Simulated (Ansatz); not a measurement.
Input, command and steps of an Ansatz relaxation.

```yaml
crystal:
  lattice:
    - [2.4682079507, 0.0, 0.0]
    - [-1.2341039754, 2.1375307871, 0.0]
    - [0.0, 0.0, 8.0173504414]
  atoms:
    - { symbol: Co, position: [0.0, 0.0, 0.0], spin: 1.86 }
    - { symbol: Co, position: [0.3333333333, 0.6666666667, 0.25], spin: 1.88 }
    - { symbol: Co, position: [0.0, 0.0, 0.5], spin: 1.86 }
    - { symbol: Co, position: [0.6666666667, 0.3333333333, 0.75], spin: 1.88 }
basis:
  ecutwfc: 420
kpoints:
  mp_grid: { grid: [18, 18, 6] }
hamiltonian:
  xc: pbe
scf:
  occupations: { method: gaussian, width: 0.1 }
output:
  forces: true
  stress: true
  eigenvalues: true
  populations: true
magnetization:
  spin_polarized: true
relax:
  adjacent_minimum: "off"
  f_tol: 0.008
  max_steps: 50
  cell: { stress_tol: 0.08, p_target: 3.0 }
```

```bash
ansatz run input.yaml --threads 1 --pin off --max-ram 2560MiB --backend cpu --events-out ev --progress --plain --runs-dir out
```

Theory: DFT PBE, scalar-relativistic, plane waves, PAW in Ansatz.

Of 6 frames 5 are shown, positions in Å and forces in eV/Å; the SCF threshold varies from step to step. Steps run on the plane waves of an earlier cell, with a Pulay correction in the pressure. The basis is chosen afresh for the last frame, the zero of the energies, and at times for earlier ones too; energy and pressure step there, also at an unchanged geometry. The relaxation lowers the enthalpy F + PV at the target pressure, so the free energy itself can rise.

```xyz
4
Lattice="2.4682 0.0000 0.0000 -1.2341 2.1375 0.0000 0.0000 0.0000 8.0174" Properties=species:S:1:pos:R:3:forces:R:3 pbc="T T T" step=1 free_energy_over_end_meV_per_atom=4.65 pressure_GPa=6.52
Co    0.0000    0.0000    0.0000    0.0000    0.0000    0.0000
Co    0.0000    1.4250    2.0043    0.0000    0.0000    0.0000
Co    0.0000    0.0000    4.0087    0.0000    0.0000    0.0000
Co    1.2341    0.7125    6.0130    0.0000    0.0000    0.0000
4
Lattice="2.4750 0.0000 0.0000 -1.2375 2.1434 0.0000 0.0000 0.0000 8.0374" Properties=species:S:1:pos:R:3:forces:R:3 pbc="T T T" step=2 free_energy_over_end_meV_per_atom=1.82 pressure_GPa=4.58
Co    0.0000    0.0000    0.0000    0.0000    0.0000    0.0000
Co    0.0000    1.4289    2.0093    0.0000    0.0000    0.0000
Co    0.0000    0.0000    4.0187    0.0000    0.0000    0.0000
Co    1.2375    0.7145    6.0280    0.0000    0.0000    0.0000
4
Lattice="2.4803 0.0000 0.0000 -1.2402 2.1480 0.0000 0.0000 0.0000 8.0553" Properties=species:S:1:pos:R:3:forces:R:3 pbc="T T T" step=3 free_energy_over_end_meV_per_atom=0.24 pressure_GPa=3.04
Co    0.0000    0.0000    0.0000    0.0000    0.0000    0.0000
Co    0.0000    1.4320    2.0138    0.0000    0.0000    0.0000
Co    0.0000    0.0000    4.0276    0.0000    0.0000    0.0000
Co    1.2402    0.7160    6.0414    0.0000    0.0000    0.0000
4
Lattice="2.4803 0.0000 0.0000 -1.2402 2.1480 0.0000 0.0000 0.0000 8.0553" Properties=species:S:1:pos:R:3:forces:R:3 pbc="T T T" step=4 free_energy_over_end_meV_per_atom=0.06 pressure_GPa=3.07
Co    0.0000    0.0000    0.0000    0.0000    0.0000    0.0000
Co    0.0000    1.4320    2.0138    0.0000    0.0000    0.0000
Co    0.0000    0.0000    4.0276    0.0000    0.0000    0.0000
Co    1.2402    0.7160    6.0414    0.0000    0.0000    0.0000
4
Lattice="2.4805 0.0000 0.0000 -1.2403 2.1482 0.0000 0.0000 0.0000 8.0563" Properties=species:S:1:pos:R:3:forces:R:3 pbc="T T T" step=6 free_energy_over_end_meV_per_atom=0.00 pressure_GPa=3.00
Co    0.0000    0.0000    0.0000    0.0000    0.0000    0.0000
Co    0.0000    1.4321    2.0141    0.0000    0.0000    0.0000
Co    0.0000    0.0000    4.0281    0.0000    0.0000    0.0000
Co    1.2403    0.7161    6.0422    0.0000    0.0000    0.0000
```

The run took 4.5 min on 1 thread of Arm Neoverse V2 (shared host), peak memory 0.68 GiB.